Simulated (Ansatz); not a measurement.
# CdO: single point with Ansatz

System: CdO (rock salt type), 2 atoms in the cell.

Ansatz input (lattice in Å, positions in fractions of it)
```yaml
crystal:
  lattice:
    - [0, 2.39, 2.39]
    - [2.39, 0, 2.39]
    - [2.39, 2.39, 0]
  atoms:
    - { symbol: Cd, position: [0, 0, 0] }
    - { symbol: O, position: [0.5, 0.5, 0.5] }
kpoints:
  mp_grid: { grid: [6, 6, 6] }
hamiltonian:
  xc: r2scan
  pseudopotentials: { kind: paw, source: ansatz }
scf:
  occupations: { method: fermi_dirac, width: 0.02 }
  convergence: { dr2_threshold: "1e-10 eV" }
  max_iter: 300
  n_bands: 29
output:
  forces: true
  stress: true
  eigenvalues: true
```

All numbers below come from Ansatz, r²SCAN, plane waves, PAW datasets (earlier set, tuned by hand).

Results

- Plane-wave cutoff used: 1050 eV
- Pressure: -6.18 GPa
- Smearing term TS: 0.3 meV/atom
- Valence electrons: 26
- Irreducible k-points: 16
- CPU time: of the order of 7 core-seconds on a shared host

Stress tensor in GPa, compression positive:
```
-6.18  0.00  0.00
 0.00 -6.18  0.00
 0.00  0.00 -6.18
```

The stress includes the program's correction for the finite plane-wave basis.

The k-mesh is modest, so these values aren't fully converged in k.
